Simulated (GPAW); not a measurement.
# SnTe (Fm-3m) in GPAW: further runs, part 3 of 3

GPAW 26.7.0.

**5. Relaxation of cell and atoms, BLYP, target pressure 10 GPa, at which the enthalpy is minimised**

run.py

```python
from ase.filters import FrechetCellFilter
from ase.io import read, write
from ase.optimize import BFGS
from ase.units import GPa
from gpaw import GPAW, PW, setup_paths

setup_paths.insert(0, '.')

atoms = read('POSCAR')

calc = GPAW(mode=PW(600),
            xc='BLYP',
            kpts={'size': (7, 7, 7), 'gamma': True},
            occupations={'name': 'fermi-dirac', 'width': 0.05},
            nbands=19,
            convergence={'density': 1e-05, 'forces': 0.0001},
            eigensolver='davidson',
            maxiter=150,
            txt='gpaw.txt')
atoms.calc = calc
opt = BFGS(FrechetCellFilter(atoms, scalar_pressure=10 * GPa), trajectory='relax.traj', logfile='-')
done = opt.run(fmax=0.01, steps=100)
calc.write('gs.gpw')
write('result.traj', atoms)
print('Converged:', done)
print('Cell:', atoms.cell.cellpar().round(4))
print('Volume:', round(atoms.get_volume(), 4))
print(atoms.get_scaled_positions().round(5))
```

POSCAR

```
SnTe
1.0
    0.0000000000      3.1508500000      3.1508500000
    3.1508500000      0.0000000000      3.1508500000
    3.1508500000      3.1508500000      0.0000000000
Te Sn
1 1
Direct
    0.5000000000      0.5000000000      0.5000000000
    0.0000000000      0.0000000000      0.0000000000
```

Potentials or basis: PAW data sets generated in the run's folder for this functional, pw.

Command:

```sh
gpaw-setup -f BLYP Sn Te
OMP_NUM_THREADS=1 python run.py
```

gpaw.txt:

```text
__  _  _
 | _ |_)|_||  |
 |__||  | ||/\| - 26.7.0

Input parameters:
  mode=PW(ecut=600.0),
  convergence={'density': 1e-05, 'forces': 0.0001},
  eigensolver=Davidson(niter=2),
  kpts=MonkhorstPack(size=(7, 7, 7), gamma=True),
  maxiter=150,
  nbands=19,
  occupations=Occupations(name='fermi-dirac', width=0.05),
  xc=XC(name='BLYP')

Diagonalizing LCAO Hamiltonian
Converting LCAO to pw mode

                 Te

       Sn

Atoms  # Å, Bohr magnetons
|   | symbol |        x |        y |        z |    initial magnetic moments |
|---|--------|----------|----------|----------|-----------------------------|
| 0 |     Te | 3.150850 | 3.150850 | 3.150850 | ( 0.0000,  0.0000,  0.0000) |
| 1 |     Sn | 0.000000 | 0.000000 | 0.000000 | ( 0.0000,  0.0000,  0.0000) |

Unit cell  # Å
| periodic |        x |        y |        z |  lengths |    angles |
|----------|----------|----------|----------|----------|-----------|
|      yes | 0.000000 | 3.150850 | 3.150850 | 4.455975 | 60.000000 |
|      yes | 3.150850 | 0.000000 | 3.150850 | 4.455975 | 60.000000 |
|      yes | 3.150850 | 3.150850 | 0.000000 | 4.455975 | 60.000000 |

Number of symmetries: 48
Symmetry operations  # r_c * U_cc + t_c -> r_c
|    | kind |            matrix            |
|----|------|------------------------------|
|  0 |  σ   |  1, 0, 0,  1, 0,-1,  1,-1, 0 |
|  1 |  C2  |  1, 0, 0,  1,-1, 0,  1, 0,-1 |
|  2 |  E   |  1, 0, 0,  0, 1, 0,  0, 0, 1 |
|  3 |  σ   |  1, 0, 0,  0, 0, 1,  0, 1, 0 |
|  4 |  C4  |  1, 0,-1,  1, 0, 0,  1,-1, 0 |
|  5 |  S6  |  1, 0,-1,  1,-1, 0,  1, 0, 0 |
|  6 |  σ   |  1, 0,-1,  0, 1,-1,  0, 0,-1 |
|  7 |  C3  |  1, 0,-1,  0, 0,-1,  0, 1,-1 |
|  8 |  S6  |  1,-1, 0,  1, 0, 0,  1, 0,-1 |
[... 173 lines left out ...]
SCF iterations
|iter     | |      energy | eigst |  dens |force |
|---------|-|-------------|-------|-------|------|
|iter:   1| |   -6.493478 | -0.13 |       |      |
|iter:   2| |   -6.485040 | -1.81 | -1.38 |      |
|iter:   3| |   -6.440528 | -2.36 | -1.42 |      |
|iter:   4| |   -6.442008 | -3.70 | -2.02 |      |
|iter:   5| |   -6.442383c| -4.52 | -2.43 |      |
|iter:   6| |   -6.442393c| -5.61 | -3.41 |      |
|iter:   7| |   -6.442395c| -6.66 | -3.90 |      |
|iter:   8| |   -6.442395c| -7.42c| -4.46 |      |
|iter:   9| |   -6.442395c| -8.34c| -5.48c|      |
|iter:  10| |   -6.442395c| -9.05c| -5.81c|-21.65c|

Converged in 10 steps
Energy contributions relative to reference atoms: (reference = -352836.297496)
[... 358 lines left out ...]
|  0 |  σ   |  1, 0, 0,  1, 0,-1,  1,-1, 0 |
|  1 |  C2  |  1, 0, 0,  1,-1, 0,  1, 0,-1 |
|  2 |  E   |  1, 0, 0,  0, 1, 0,  0, 0, 1 |
|  3 |  σ   |  1, 0, 0,  0, 0, 1,  0, 1, 0 |
|  4 |  C4  |  1, 0,-1,  1, 0, 0,  1,-1, 0 |
|  5 |  S6  |  1, 0,-1,  1,-1, 0,  1, 0, 0 |
|  6 |  σ   |  1, 0,-1,  0, 1,-1,  0, 0,-1 |
|  7 |  C3  |  1, 0,-1,  0, 0,-1,  0, 1,-1 |
|  8 |  S6  |  1,-1, 0,  1, 0, 0,  1, 0,-1 |
[... 234 lines left out ...]
Stress tensor  # eV/Ang^3
|         x |         y |         z |
|-----------|-----------|-----------|
| -0.063654 |  0.000000 |  0.000000 |
|  0.000000 | -0.063654 |  0.000000 |
|  0.000000 |  0.000000 | -0.063654 |

Forces  # eV/Ang
|       x |       y |        z |
|---------|---------|----------|
| 0.00000 | 0.00000 | -0.00000 |  # Te   0
| 0.00000 | 0.00000 | -0.00000 |  # Sn   1

Interpolating wave functions to new cell

                Te

       Sn

Atoms  # Å, Bohr magnetons
|   | symbol |         x |         y |        z |    initial magnetic moments |
|---|--------|-----------|-----------|----------|-----------------------------|
| 0 |     Te |  3.083402 |  3.083402 | 3.083402 | ( 0.0000,  0.0000,  0.0000) |
| 1 |     Sn | -0.000000 | -0.000000 | 0.000000 | ( 0.0000,  0.0000,  0.0000) |

Unit cell  # Å
| periodic |         x |         y |        z |  lengths |    angles |
|----------|-----------|-----------|----------|----------|-----------|
|      yes | -0.000000 |  3.083402 | 3.083402 | 4.360589 | 60.000000 |
|      yes |  3.083402 | -0.000000 | 3.083402 | 4.360589 | 60.000000 |
|      yes |  3.083402 |  3.083402 | 0.000000 | 4.360589 | 60.000000 |

Number of symmetries: 48
Symmetry operations  # r_c * U_cc + t_c -> r_c
|    | kind |            matrix            |
|----|------|------------------------------|
|  0 |  σ   |  1, 0, 0,  1, 0,-1,  1,-1, 0 |
|  1 |  C2  |  1, 0, 0,  1,-1, 0,  1, 0,-1 |
|  2 |  E   |  1, 0, 0,  0, 1, 0,  0, 0, 1 |
|  3 |  σ   |  1, 0, 0,  0, 0, 1,  0, 1, 0 |
|  4 |  C4  |  1, 0,-1,  1, 0, 0,  1,-1, 0 |
|  5 |  S6  |  1, 0,-1,  1,-1, 0,  1, 0, 0 |
|  6 |  σ   |  1, 0,-1,  0, 1,-1,  0, 0,-1 |
|  7 |  C3  |  1, 0,-1,  0, 0,-1,  0, 1,-1 |
|  8 |  S6  |  1,-1, 0,  1, 0, 0,  1, 0,-1 |
[... 173 lines left out ...]
SCF iterations
|iter     | |      energy | eigst |  dens |force |
|---------|-|-------------|-------|-------|------|
|iter:   1| |   -6.250636 |       |       |      |
|iter:   2| |   -6.250580 | -5.19 | -2.75 |      |
|iter:   3| |   -6.250229c| -5.02 | -2.78 |      |
|iter:   4| |   -6.250217c| -6.07 | -3.50 |      |
|iter:   5| |   -6.250218c| -6.29 | -3.87 |      |
|iter:   6| |   -6.250218c| -7.00 | -4.49 |      |
|iter:   7| |   -6.250218c| -7.64c| -4.90 |      |
|iter:   8| |   -6.250218c| -8.71c| -5.63c|      |
|iter:   9| |   -6.250218c| -9.11c| -6.03c|-23.32c|

Converged in 9 steps
Energy contributions relative to reference atoms: (reference = -352836.297496)
[... 44 lines left out ...]
Stress tensor  # eV/Ang^3
|         x |         y |         z |
|-----------|-----------|-----------|
| -0.062361 | -0.000000 |  0.000000 |
| -0.000000 | -0.062361 |  0.000000 |
|  0.000000 |  0.000000 | -0.062361 |

Forces  # eV/Ang
|       x |        y |        z |
|---------|----------|----------|
| 0.00000 |  0.00000 |  0.00000 |  # Te   0
| 0.00000 | -0.00000 | -0.00000 |  # Sn   1

# Writing to gs.gpw (mode='')
```

stdout:

```text
Step          Energy          fmax
BFGS:    0       -2.537592        0.816522
BFGS:    1       -2.562388        0.605654
BFGS:    2       -2.590801        0.036209
BFGS:    3       -2.590911        0.001588
Converged: True
Cell: [ 4.3606  4.3606  4.3606 60.     60.     60.    ]
Volume: 58.6301
[[0.5 0.5 0.5]
 [0.  0.  0. ]]
```

Run time: 59 s. Hardware: 1 thread of Arm Neoverse V1, shared host; peak memory 0.23 GiB.

What came out:

```
Free energy                                            : -6.2503 eV
Relaxed volume                                         : 29.32 Å³/atom
Relaxed cell                                           : a = 4.361 Å, b = 4.361 Å, c = 4.361 Å, α = 60.00°, β = 60.00°, γ = 60.00°
Space group after relaxing (to 0.05 Å)                 : Fm-3m (No. 225)
Energy change on relaxing (the enthalpy is what falls) : +96.1 meV/atom
Ionic steps                                            : 4
Pressure after relaxing                                : 10.0 GPa
```

The path:
| step | energy change (eV) | largest force (eV/Å) | pressure (GPa) | volume (Å³) |
| --- | --- | --- | --- | --- |
| 1 | 0.0000 | 0.0000 | 5.82 | 62.56 |
| 2 | 0.0429 | 0.0000 | 6.84 | 61.48 |
| 3 | 0.2027 | 0.0000 | 10.20 | 58.46 |
| 4 | 0.1922 | 0.0000 | 9.99 | 58.63 |

Final structure:
```xyz
2
Lattice="0.0000 3.0834 3.0834 3.0834 0.0000 3.0834 3.0834 3.0834 0.0000" Properties=species:S:1:pos:R:3 pbc="T T T"
Te    3.0834    3.0834    3.0834
Sn    0.0000    0.0000    0.0000
```

Levels at points of the mesh, in eV from the Fermi level:
```tsv
k point	band 6	band 7	band 8	band 9	band 10	band 11	band 12	band 13	band 14	band 15
(0.00, 0.00, 0.00)	-13.41	-4.68	-2.45	-2.45	-2.45	3.32	3.32	3.32	4.82	4.82
```

Caveat: this odd mesh misses L, where the gap lies, so gap, dielectric constants and Born charges aren't listed; later steps reuse the first step's grids. The run has no spin-orbit coupling, so splittings on Te are missing.

**6. Single point, PBE**

run.py

```python
from ase.dft.bandgap import bandgap
from ase.io import read, write
from ase.units import GPa
from gpaw import GPAW, PW

atoms = read('SnTe.xyz')

calc = GPAW(mode=PW(600),
            xc='PBE',
            kpts={'size': (7, 7, 7), 'gamma': True},
            occupations={'name': 'methfessel-paxton', 'order': 0, 'width': 0.012},
            nbands=19,
            convergence={'density': 1e-05, 'energy': 1e-05},
            maxiter=150,
            txt='gpaw.txt')
atoms.calc = calc
energy = atoms.get_potential_energy()
forces = atoms.get_forces()
stress = atoms.get_stress()
calc.write('gs.gpw')
write('result.traj', atoms)
print(f'Energy: {energy:.6f} eV')
print('Forces (eV/A):')
print(forces.round(4))
print('Stress (GPa):', (stress / GPa).round(3))
print('Fermi level:', round(calc.get_fermi_level(), 4), 'eV')
print(f'Gap: {bandgap(calc)[0]:.4f} eV, direct: {bandgap(calc, direct=True)[0]:.4f} eV')
```

SnTe.xyz

```xyz
2
Lattice="0.0000000000 3.1508500000 3.1508500000 3.1508500000 0.0000000000 3.1508500000 3.1508500000 3.1508500000 0.0000000000" Properties=species:S:1:pos:R:3 pbc="T T T"
Te     3.1508500000      3.1508500000      3.1508500000
Sn     0.0000000000      0.0000000000      0.0000000000
```

Potentials or basis: GPAW PAW data sets (gpaw-data 1.2.1), pw.

Command:

```sh
OMP_NUM_THREADS=1 python run.py
```

Run time: 17 s. Hardware: 1 thread of Arm Neoverse V1, shared host; peak memory 0.19 GiB.

The run converged. Its results:

```
Free energy : -7.8172 eV
Pressure    : 1.9 GPa
```

Levels at points of the mesh, in eV from the Fermi level:
| k point | band 8 | band 9 | band 10 | band 11 | band 12 | band 13 |
| --- | --- | --- | --- | --- | --- | --- |
| (0.00, 0.00, 0.00) | -2.49 | -2.49 | -2.49 | 3.01 | 3.01 | 3.01 |

Caveat: this odd mesh misses L, where the gap lies, so gap, dielectric constants and Born charges aren't listed. Spin-orbit coupling is left out, which matters for the levels of Te.

**7. Summary**

| task | level | potentials or basis | cell | smearing | optimizer | fmax | max steps | target pressure | convergence | pressure (GPa) | relaxed volume (Å³/atom) |
| --- | --- | --- | --- | --- | --- | --- | --- | --- | --- | --- | --- |
| relaxation of cell and atoms | PBEsol | PAW data sets generated in the run's folder for this functional, pw | relaxed to 1 GPa | fermi-dirac 0.05 eV | BFGS | 0.02 eV/Å | 40 | 1 GPa | density=1e-05 forces=0.0001 | 1.1 | - |
| relaxation of cell and atoms | RPBE | the program's PAW data sets (release 1.2.1) made for this functional, pw | relaxed | fermi-dirac 0.05 eV | FIRE | 0.02 eV/Å | 60 | - | density=1e-05 forces=0.0001 | -0.1 | 33.91 |
| relaxation of cell and atoms | revPBE | the program's PAW data sets (release 1.2.1) made for this functional, pw | relaxed | fermi-dirac 0.05 eV | FIRE | 0.01 eV/Å | 40 | - | density=1e-05 forces=0.0001 | 0.0 | 33.54 |
| relaxation of cell and atoms | BLYP | PAW data sets generated in the run's folder for this functional, pw | relaxed to 10 GPa | fermi-dirac 0.05 eV | BFGS | 0.01 eV/Å | 100 | 10 GPa | density=1e-05 forces=0.0001 | 10.0 | - |
| single point | PBE | GPAW PAW data sets (gpaw-data 1.2.1), pw | as given | gaussian 0.012 eV | - | - | - | - | - | 1.9 | - |

Alike in all rows: no spin polarisation; k mesh 7 × 7 × 7; cutoff (eV) 600.

Caveats: later steps reuse the first step's grids (some runs).

Absolute energies hang on the potentials; compare differences alone.
